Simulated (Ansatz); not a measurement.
# CaF2 (fluorite): G0W0 against its settings

CaF2 (fluorite), relaxed with r2SCAN; one-shot G0W0 in Ansatz without spin-orbit coupling. No spin polarisation and no zero-point or thermal motion.

```cif
data_structure
_symmetry_space_group_name_H-M 'Fm-3m'
_symmetry_Int_Tables_number 225
_cell_length_a 5.4392
_cell_length_b 5.4392
_cell_length_c 5.4392
_cell_angle_alpha 90.000
_cell_angle_beta 90.000
_cell_angle_gamma 90.000
_cell_volume 160.92
loop_
_atom_site_label
_atom_site_type_symbol
_atom_site_symmetry_multiplicity
_atom_site_Wyckoff_symbol
_atom_site_fract_x
_atom_site_fract_y
_atom_site_fract_z
_atom_site_occupancy
Ca1 Ca 4 a 0.00000 0.00000 0.00000 1
F1 F 8 c 0.25000 0.75000 0.75000 1
```

Gaps are read over the mesh points alone. G0W0 values are finite-basis, finite-mesh values.

| start | potentials | frequency model | mesh | empty bands | screening cutoff (eV) | Kohn-Sham gap (eV) | G0W0 gap (eV) | rough cost |
| --- | --- | --- | --- | --- | --- | --- | --- | --- |
| PBE | PAW | contour deformation | 4×4×4 | 65 | 80 | 7.38 | 10.38 | 5 core-seconds |
| PBE | PAW | contour deformation | 4×4×4 | 151 | 140 | 7.38 | 10.47 | 13 core-seconds |
| PBE | PAW | contour deformation | 4×4×4 | 277 | 210 | 7.38 | 10.62 | 40 core-seconds |
| HSE06 | PAW | contour deformation | 4×4×4 | 151 | 140 | 9.45 | 11.44 | 40 core-seconds |
| LDA | PAW | contour deformation | 4×4×4 | 151 | 140 | 7.00 | 10.50 | 12 core-seconds |
| r2SCAN | PAW | contour deformation | 4×4×4 | 151 | 140 | 8.03 | 10.82 | 17 core-seconds |
| PBE | PAW | Godby-Needs pole | 4×4×4 | 151 | 140 | 7.38 | 10.47 | 19 core-seconds |
| PBE | PAW | contour deformation | 6×6×6 | 65 | 80 | 7.38 | 10.38 | 24 core-seconds |
| PBE | norm-conserving | contour deformation | 4×4×4 | 151 | 140 | 7.36 | 10.46 | 28 core-seconds |

G0W0 moves the gap on the mesh from 7.38 eV (PBE) to 10.62 eV (X to Γ). Renormalisation factors Z lie between 0.79 and 0.88.

Raising bands and cutoff together moves the gap by +0.09 eV (80 to 140 eV), then +0.15 eV (140 to 210 eV); the last step is still large, so the basis limit isn't reached. Starting from HSE06 (9.45 eV against PBE's 7.38 eV) gives 11.44 eV, +0.97 eV from G0W0@PBE at the same screening cutoff. Starting from LDA (7.00 eV against PBE's 7.38 eV) gives 10.50 eV, +0.03 eV from G0W0@PBE at the same screening cutoff. Starting from r2SCAN (8.03 eV against PBE's 7.38 eV) gives 10.82 eV, +0.35 eV from G0W0@PBE at the same screening cutoff. The Godby-Needs plasmon pole differs from contour deformation by 0.00 eV. A 6×6×6 mesh in place of 4×4×4 changes the opening over PBE by -0.01 eV (the gap on the mesh by 0.00 eV). Norm-conserving potentials (wave cutoff 1320 eV against 420 eV) shift the quasiparticle gap by -0.01 eV and the PBE gap by -0.02 eV. r2SCAN runs take a wave cutoff of 500 eV.
